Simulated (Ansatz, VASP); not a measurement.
# LiF (Griceite): VASP beside Ansatz

The input INCAR:

```
  ALGO = Normal
  EDIFF = 1E-7
  ENCUT = 520
  GGA = PE
  ISIF = 2
  ISMEAR = 0
  LASPH = T
  LCHARG = F
  LREAL = F
  LWAVE = F
  NBANDS = 12
  NELM = 100
  PREC = Accurate
  SIGMA = 0.01
```

The input KPOINTS:

```
k-points
0
Gamma
  8 8 8
```

The input POSCAR:

```
LiF
1.0
    0.0000000000      2.0129917776      2.0129917776
    2.0129917776      0.0000000000      2.0129917776
    2.0129917776      2.0129917776      0.0000000000
Li F
1 1
Direct
    0.0000000000      0.0000000000      0.0000000000
    0.5000000000      0.5000000000      0.5000000000
```

Input for Ansatz:

```yaml
crystal:
  lattice:
    - [0.0, 2.0129917776, 2.0129917776]
    - [2.0129917776, 0.0, 2.0129917776]
    - [2.0129917776, 2.0129917776, 0.0]
  atoms:
    - { symbol: Li, position: [0.0, 0.0, 0.0] }
    - { symbol: F, position: [0.5, 0.5, 0.5] }
kpoints:
  mp_grid: { grid: [8, 8, 8] }
hamiltonian:
  xc: pbe
scf:
  occupations: { method: fixed }
  n_extra_bands: 4
output:
  forces: true
  stress: true
  eigenvalues: true
```

Alike in both runs: task single point; functional PBE; k mesh 8 × 8 × 8; no spin polarisation.

|  | VASP | Ansatz |
| --- | --- | --- |
| version | VASP 6.6.1 | Ansatz 0.2.0 |
| potentials or method | VASP PAW PBE potentials, release 64 (Li_sv, F) | plane waves, PAW |
| plane-wave cutoff (eV) | 520 | 420 |
| occupations | gaussian, width 0.01 eV | fixed |
| valence electrons in the cell | 10 | 10 |

|  | VASP | Ansatz | Ansatz less VASP |
| --- | --- | --- | --- |
| gap on the k mesh at the Fermi level (eV) | 9.10 | 9.10 | +0.002 |

 A k mesh can miss the band edges. A hybrid or GW would open this gap; PBE tends to underestimate it.
